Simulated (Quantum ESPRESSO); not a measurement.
**Pb under changes of volume**

One of the cells (30.323 Å³/atom); the others are scaled copies at fixed shape and fractional positions:

```
Pb
1.0
     0.00000    2.47502    2.47502
     2.47502    0.00000    2.47502
     2.47502    2.47502    0.00000
Pb
1
Direct
  0.00000 0.00000 0.00000
```

- Program: Quantum ESPRESSO 7.5
- Functional: Q2D
- Potentials or basis: PseudoDojo 0.4.1 SR PBE standard
- Cutoff: 762 eV
- Density cutoff: 3048 eV
- k mesh: 9 × 9 × 9
- Occupations: fermi-dirac, width 0.05 eV
- Spin: no spin polarisation

```csv
volume (Å³/atom),energy over the lowest point (meV/atom),pressure (GPa)
28.503,1.54,1.0
29.110,0.00,-0.2
29.716,2.82,-1.3
30.323,?,?
30.929,19.56,-3.0
31.535,32.51,-3.8
32.142,47.92,-4.4
```

Problem. What does the run at 30.323 Å³/atom give?

Solution. Energy over the lowest point 9.50 meV/atom; pressure -2.2 GPa.

Worked out: A Birch-Murnaghan fit of order 3 (a polynomial in V^(-2/3)) to the other rows has its minimum at 29.01 Å³/atom with B0 = V·E''(V) = 57 GPa and B' = 5.7. It gives 9.54 meV/atom at 30.323 Å³/atom, against the run's 9.50, and -dE/dV = -2.2 GPa, against -2.2.

Energies are extrapolated to zero smearing.

Caveats: the potentials were made for another functional, which shifts forces and pressure.
